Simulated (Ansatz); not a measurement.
**Relaxation path: Si2Ni (fluorite type)**

DFT, PBE, PAW with Ansatz's default frozen-core files, scalar-relativistic (Ansatz 0.2.0); a Γ-centred 11×11×11 k mesh, Fermi–Dirac smearing of 0.05 eV, no spin polarisation. The run relaxes cell and atoms at a target pressure of 0 GPa.

Command: `ansatz run input.yaml --threads 2 --pin off --max-ram 5120MiB --backend cpu --events-out ev --progress --plain --runs-dir out` It took 2.1 s on 2 threads of AMD EPYC 9R45 (Zen 5) (shared host), peak memory 0.42 GiB.

PAW: frozen-core files, cutoff 420 eV; forces are relaxed below 0.005 eV/Å.

Each step lists its free energy a cell above the last geometry, the pressure, the cell vectors (Å), and Cartesian positions (Å) with forces (eV/Å).

The first step:

```
step 1  dF = 97.64 meV  P = 12.24 GPa
  cell 0.0000 2.6587 2.6587  2.6587 0.0000 2.6587  2.6587 2.6587 0.0000
  Ni 0.0000 0.0000 0.0000   0.0000 0.0000 0.0000
  Si 1.3293 1.3293 1.3293   0.0000 0.0000 0.0000
  Si 3.9880 3.9880 3.9880   0.0000 0.0000 0.0000
```

Spin polarisation is left out, though a magnetic state may lie lower.

The symmetry of the start is kept and no stability test is made, so the end need not be the stable phase.

Task: Where does the relaxation end, and by which steps?

Result: After 4 geometries, with conventional a, b, c = 5.444, 5.444, 5.444 Å, at 13.443 Å³/atom (+7.30 % against the start) in space group Fm-3m, with a shortest distance of 2.357 Å. The further steps:
```
step 2  dF = 21.94 meV  P = 5.47 GPa
  cell 0.0000 2.6912 2.6912  2.6912 0.0000 2.6912  2.6912 2.6912 0.0000
  Ni 0.0000 0.0000 0.0000   0.0000 0.0000 0.0000
  Si 1.3456 1.3456 1.3456   0.0000 0.0000 0.0000
  Si 4.0367 4.0367 4.0367   0.0000 0.0000 0.0000
step 3  dF = 0.20 meV  P = 0.54 GPa
  cell 0.0000 2.7186 2.7186  2.7186 0.0000 2.7186  2.7186 2.7186 0.0000
  Ni 0.0000 0.0000 0.0000   0.0000 0.0000 0.0000
  Si 1.3593 1.3593 1.3593   0.0000 0.0000 0.0000
  Si 4.0779 4.0779 4.0779   0.0000 0.0000 0.0000
step 4  dF = 0.00 meV  P = 0.01 GPa
  cell 0.0000 2.7219 2.7219  2.7219 0.0000 2.7219  2.7219 2.7219 0.0000
  Ni 0.0000 0.0000 0.0000   0.0000 0.0000 0.0000
  Si 1.3609 1.3609 1.3609   0.0000 0.0000 0.0000
  Si 4.0828 4.0828 4.0828   0.0000 0.0000 0.0000
step 5  dF = -1.16 meV  P = 0.04 GPa  (same geometry on a basis chosen anew; earlier energies don't compare to the last digit)
  cell 0.0000 2.7219 2.7219  2.7219 0.0000 2.7219  2.7219 2.7219 0.0000
  Ni 0.0000 0.0000 0.0000   0.0000 0.0000 0.0000
  Si 1.3609 1.3609 1.3609   0.0000 0.0000 0.0000
  Si 4.0828 4.0828 4.0828   0.0000 0.0000 0.0000
```
